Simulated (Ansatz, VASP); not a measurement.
**Two plane-wave programs on MgSi3**

File INCAR:

```
ALGO     = Normal         # electronic algorithm
EDIFF    = 1E-6           # SCF threshold, eV
EDIFFG   = -0.005         # ionic threshold
ENCUT    = 600            # plane-wave cutoff, eV
GGA      = PS             # functional
IBRION   = 2              # ionic algorithm
ISIF     = 3              # what is computed and relaxed
ISMEAR   = 0              # smearing method
LASPH    = T              # aspherical terms in the spheres
LCHARG   = F              # write CHGCAR
LREAL    = F              # projectors in reciprocal space
LWAVE    = F              # write WAVECAR
NELM     = 100            # most SCF steps
NSW      = 100            # ionic steps
PREC     = Accurate       # precision mode
SIGMA    = 0.1            # smearing width, eV
```

KPOINTS

```
k-points
0
Gamma
  16 16 16
```

POSCAR

```
MgSi3
1.0
   -1.9442401036      1.9442401036      4.0818629056
    1.9442401036     -1.9442401036      4.0818629056
    1.9442401036      1.9442401036     -4.0818629056
Mg Si
1 3
Direct
    0.0000000000      0.0000000000      0.0000000000
    0.5000000000      0.5000000000      0.0000000000
    0.2500000000      0.7500000000      0.5000000000
    0.7500000000      0.2500000000      0.5000000000
```

Input for Ansatz:

```yaml
crystal:
  lattice:
    - [-1.9442401036, 1.9442401036, 4.0818629056]
    - [1.9442401036, -1.9442401036, 4.0818629056]
    - [1.9442401036, 1.9442401036, -4.0818629056]
  atoms:
    - { symbol: Mg, position: [0.0, 0.0, 0.0] }
    - { symbol: Si, position: [0.5, 0.5, 0.0] }
    - { symbol: Si, position: [0.25, 0.75, 0.5] }
    - { symbol: Si, position: [0.75, 0.25, 0.5] }
basis:
  ecutwfc: 420
kpoints:
  mp_grid: { grid: [16, 16, 16] }
hamiltonian:
  xc: pbesol
scf:
  occupations: { method: gaussian, width: 0.1 }
output:
  forces: true
  stress: true
  eigenvalues: true
relax:
  adjacent_minimum: "off"
  f_tol: 0.005
  max_steps: 80
  cell: { stress_tol: 0.05 }
```

The cell comes from a database or a generator and needn't be the stable form of this composition.

Alike in both runs: task relaxation of cell and atoms; functional PBEsol; k mesh 16 × 16 × 16; occupations gaussian, width 0.1 eV; no spin polarisation.

|  | VASP | Ansatz |
| --- | --- | --- |
| version | VASP 6.6.1 | Ansatz 0.2.0 |
| potentials or method | VASP PAW PBE potentials, release 64 (Mg, Si) | scalar-relativistic, plane waves, PAW |
| plane-wave cutoff (eV) | 600 | 420 |
| valence electrons in the cell | 14 | 22 |

Ansatz gave:

* gap on the k mesh at the Fermi level, each at its own relaxed structure (eV): none
* relaxed volume (Å³/atom): 15.50
* relaxed cell length with the largest relative difference (Å): 4.913

Question: Which values does VASP return?

Answer: gap on the k mesh at the Fermi level, each at its own relaxed structure (eV): none; relaxed volume (Å³/atom): 15.51; relaxed cell length with the largest relative difference (Å): 4.911.

A gap of «none» marks a metal or a gap that the smearing closes. The two sets of potentials don't hold the same shells in valence.

Caveats: the PAW data sets were made with another functional, which shifts forces and pressure a little (VASP).
